**Aluminium's bulk modulus with nine density functionals**

Aluminium has a bulk modulus near 80 GPa, so a pressure of 0.8 GPa shrinks it by about one per cent. The shrunken metal is then four to five per cent stiffer than before. These two sizes are enough to judge most of the table below.

Each row is a density-functional calculation of the same face-centred cubic metal. Only the functional, the approximate rule for the exchange and correlation energy of the electrons, is meant to change, although the potentials that represent the atomic cores are not the same in every row. The equilibrium volume $V_0$ is where the energy is lowest, and the bulk modulus $B_0$ is the resistance to compression there. The bulk modulus slope $B_0'$ tells by how many GPa the modulus rises for each GPa of pressure.

GPAW 26.7.0 plane-wave PAW DFT calculations of face-centred cubic Al (one-atom cell), without spin polarisation, spin–orbit coupling or an added dispersion correction. The cutoff is 600 eV, the k mesh 11 × 11 × 11 and the Fermi–Dirac smearing width 0.05 eV. The printed values come from fits to energies at seven volumes, 0.94 to 1.06 times that of the given cell (16.60 Å³/atom).

```
functional                                           potentials  equilibrium volume (Å³/atom)  bulk modulus (GPa)  bulk modulus slope
       LDA                                          JTH-PAW-2.0                        15.780               84.90               4.450
       PBE                 GPAW-PAW-data-sets-(gpaw-data-1.2.1)                        16.540               79.30               4.500
      BLYP  PAW-data-sets-made-by gpaw-setup-for-the-functional                        17.380               58.80               5.110
  BEEF-vdW                 GPAW-PAW-data-sets-(gpaw-data-1.2.1)                        16.556               81.10               4.340
   C09-vdW                 GPAW-PAW-data-sets-(gpaw-data-1.2.1)                        16.567               78.70               4.450
        WC  PAW-data-sets-made-by gpaw-setup-for-the-functional                        16.295               81.80               4.500
optB88-vdW                 GPAW-PAW-data-sets-(gpaw-data-1.2.1)                        16.942               69.20               4.710
optPBE-vdW                 GPAW-PAW-data-sets-(gpaw-data-1.2.1)                        16.999               70.60               4.610
    vdW-DF                 GPAW-PAW-data-sets-(gpaw-data-1.2.1)                        17.333               65.90               4.660
```

**(a) Suppose that replacing one functional by another only adds a constant pressure on the crystal. How should the bulk modulus then depend on the equilibrium volume? Test the answer on vdW-DF, starting from PBE.**

*Solution.* A constant outward pressure $p$ adds a term $-pV$ to the energy. This term is a straight line in the volume $V$. It moves the minimum to a larger volume, but it leaves the curvature of the energy at every volume as it was. The bulk modulus is the volume times that curvature, so the new functional must have the stiffness that PBE has when it is stretched or squeezed to the same volume.

That stiffness follows from the PBE row alone. If the modulus changes in proportion to the pressure, $dB = B_0'\,dP$, and if $dP = -B\,dV/V$ by the definition of the modulus, then $dB/B = -B_0'\,dV/V$. Integration gives

$$B(V) = B_0\left(\frac{V_0}{V}\right)^{B_0'} .$$

For vdW-DF, with the PBE values on the right-hand side,

$$B = 79.3\ \text{GPa}\times\left(\frac{16.540}{17.333}\right)^{4.50} = 79.3\ \text{GPa}\times 0.810 = 64.2\ \text{GPa}.$$

The calculation gives 65.9 GPa. The low modulus of vdW-DF is therefore mainly a matter of size: this functional makes the crystal larger, and a stretched metal is softer. Its bonds are not weak springs in themselves. Brought to the volume of the given cell, vdW-DF is in fact slightly stiffer than PBE.

The rule to remember is that, for one and the same metal, a functional that gives a larger volume should also give a lower bulk modulus. PBE serves here as the reference curve, not as the truth, and it meets its own curve by construction. The other eight rows are free to disagree.

**(b) Which rows break the rule, and by how much?**

*Solution.* Sort the rows by volume, and the modulus should fall at every step. It fails to do so twice. BEEF-vdW is stiffer than PBE although its volume is slightly larger, and optPBE-vdW is stiffer than optB88-vdW in the same way. Both reversals are smaller than 2 GPa. They are not an effect of size, because both remain when the functionals are compared at one common volume, as is done below. The two rows of each pair also share the mesh of k points and the family of potentials. Errors from the mesh are expected to cancel in large part, which points to the functionals themselves. The standard potentials were not generated for the vdW functionals, however, so a share of differences this small could come from that mismatch.

The largest break does not show in the order at all. LDA has the smallest volume and the largest modulus, just as the rule demands. But its crystal is so much smaller than that of PBE that the modulus should rise by almost 19 GPa, and it rises by only 5.6 GPa. The stiffest row of the table is thus the one that falls furthest below the PBE curve, by 13 GPa.

BLYP comes second. Its large volume explains most of its low modulus, but the PBE curve would still leave it at 63 GPa, and the calculation gives 58.8 GPa. The other rows stay within about 3 GPa of the curve. The printed output after this text lists the comparison for every row.

A second look at the same energies confirms both breaks without using the formula. Take the curvature of each energy curve at one common volume, that of the given cell, so that differences in size drop out. LDA, the stiffest at its own minimum, is now the softest of all, with 67 GPa. The other eight lie between 74 and 81 GPa, with BLYP at the lower end.

This check matters because the minima of LDA and BLYP lie near opposite ends of the range of volumes that was calculated. The modulus at such a minimum is less secure than one in the middle of the range. The common volume is in the middle, and there the two rows still fall below PBE, by about 11 and 4 GPa.

**(c) What must be wrong with the assumption in (a), and what does this reveal about LDA and BLYP?**

*Solution.* The assumption was that the added pressure is constant. Consider the two ways in which it can fail. If an outward push fades as the crystal expands, the crystal is helped less and less on its way out, and it meets more and more of the push when it is squeezed. Such a push acts as an additional spring and makes the metal stiffer at a given volume. If the push grows with expansion, it has the opposite effect and makes the metal softer.

The pressures calculated at fixed volumes show which case applies. At 0.94 of the given volume, PBE pushes outward by 4.3 GPa more than LDA does. At 1.06 of that volume the difference has faded to 3.0 GPa. A loss of 1.3 GPa over a 12 per cent change of volume amounts to a stiffness of $1.3/0.12 \approx 11$ GPa, which is what LDA lacks at the common volume.

Theory explains where this push comes from. LDA treats every small region as if it belonged to a uniform electron gas. PBE adds a correction that depends on how steeply the density varies, and on balance this correction favours uneven densities: its exchange part favours them, while its correlation part opposes them and cancels much of the effect where the density varies slowly. When atoms move apart, the density becomes more uneven in proportion to its value, so the correction drives them outward. Midway between the atoms of aluminium the density is nearly flat. Much of the effect is therefore expected nearer to each atom, where the core electrons give way to the outer ones.

The limit of separate atoms shows why the push cannot last. Once the atoms no longer touch, moving them further apart changes nothing, and the push must be zero. This limit does not say where the decline begins. The numbers show that for PBE relative to LDA it is already under way near the equilibrium volume. LDA lacks the whole correction, and so it is expected to lack both the outward push and the stiffness that comes from its fading.

WC offers an intermediate case. It also contains a gradient correction, but one that pushes outward less than that of PBE, and its volume lies between those of LDA and PBE. If the explanation is right, WC should be too soft for its volume, but by much less than LDA. It is, by 3 GPa, and the pressures again show a difference from PBE that fades on expansion. WC differs from PBE only in its exchange part. Stiffness does not follow the push in every row, however. BEEF-vdW, whose correlation part differs as well, has almost the volume of PBE and is about 2 GPa stiffer. Even a change of exchange alone can break the pattern: optB88-vdW and C09-vdW share their correlation part, and optB88-vdW has the larger volume but is about 2 GPa softer at the common volume.

BLYP is the opposite case. It pushes outward even more strongly than PBE, which explains its large volume, but this extra push grows with expansion, from 3.1 to 3.6 GPa over the same range. The growth takes away about 4 GPa of stiffness. It must end at some larger volume, because separate atoms feel no push, but it does not end within the calculated range. BLYP is therefore soft for two reasons: its crystal is larger, and its energy curve is flatter at a given volume.

Why the extra push of BLYP grows is not settled by these rows. Its correlation part, LYP, does not reproduce the uniform electron gas, a known weakness for a metal whose outer electrons are spread almost evenly. That makes LYP a natural suspect. The vdW-DF row, taken alone, seems to point the same way. It reaches almost the volume of BLYP, 17.333 against 17.380 Å³/atom, with a strong gradient correction to exchange and no LYP, and at the common volume it is about 2 GPa stiffer than PBE instead of softer. The optB88-vdW row speaks against so simple a reading. It has no LYP either, and its exchange part is a refitted form of the one in BLYP. Yet at the common volume it is about 2 GPa softer than PBE and 4 GPa softer than vdW-DF, with which it shares the correlation part. A change of exchange alone can thus shift the stiffness by about as much as BLYP lacks. The softening of BLYP may come from LYP, from its exchange part or from both. No row combines the unchanged exchange part of BLYP with another correlation part, so these rows do not measure the two shares.

The pressures and the energies describe the same curves, so their agreement locates the breaks but does not prove the microscopic cause. There is also a reservation about the size of the LDA break. That row uses a different family of potentials, from outside GPAW's own collection. The run itself recorded no warning, but the makers of the data attach one to this row, that the outside data set is cut short. It rests on their tests on other systems, so it does not tell how large an error to expect for aluminium. No second LDA run with other potentials is available to show how much of the 13 GPa the potentials could account for. The BLYP and WC rows also use other potentials than PBE, so part of their smaller breaks could have the same origin.

For practical use, a calculated bulk modulus should be quoted together with its volume. At their own minima the nine functionals differ by 26 GPa, and at the common volume by 13 GPa. Without LDA, the spread falls from 23 GPa at the minima to only about 6 GPa at the common volume. Most of the disagreement among the other eight is thus about how large the crystal is, and much less about how stiff it is at a given size. The rows are a selection, though: runs that failed or met a known fault of the program, and some with graver warnings, are left out, so these spreads need not hold for functionals in general.

Output of the analysis:

```
Bulk modulus in GPa, computed and from the PBE curve:
         row  computed  PBE curve at this volume  computed less PBE curve  at common volume 16.60 A^3  common volume less PBE
         LDA      84.9                     97.99                   -13.09                       67.48                  -10.87
         PBE      79.3                      79.3                        0                       78.35                       0
        BLYP      58.8                     63.45                   -4.654                       74.34                  -4.005
    BEEF-vdW      81.1                     78.96                    2.144                       80.52                   2.171
     C09-vdW      78.7                     78.72                 -0.02008                       78.39                 0.04222
          WC      81.8                     84.81                   -3.008                       75.57                   -2.78
  optB88-vdW      69.2                     71.18                   -1.977                       76.48                   -1.87
  optPBE-vdW      70.6                     70.11                   0.4904                       79.19                  0.8444
      vdW-DF      65.9                     64.23                    1.668                       80.64                   2.292
Rise of modulus from PBE to LDA expected from PBE curve, GPa: 18.69
Rise of modulus from PBE to LDA computed, GPa: 5.6
Miss of LDA in % of the PBE curve: -13.36
Miss of BLYP in % of the PBE curve: -7.334
Largest miss in size without LDA and BLYP, GPa: 3.008
Spread of moduli at own minima, GPa: 26.1
Spread of moduli at common volume, GPa: 13.16
Spread at common volume without LDA, GPa: 6.297
Pressure of PBE less LDA at 0.94 of given volume, GPa: 4.281
Pressure of PBE less LDA at 1.06 of given volume, GPa: 3.004
Pressure of BLYP less PBE at 0.94 of given volume, GPa: 3.08
Pressure of BLYP less PBE at 1.06 of given volume, GPa: 3.57
Stiffness of LDA less PBE near LDA minimum from pressures, GPa: -11.81
Stiffness of BLYP less PBE near BLYP minimum from pressures, GPa: -4.502
Stiffness of WC less PBE near WC minimum from pressures, GPa: -2.923
```
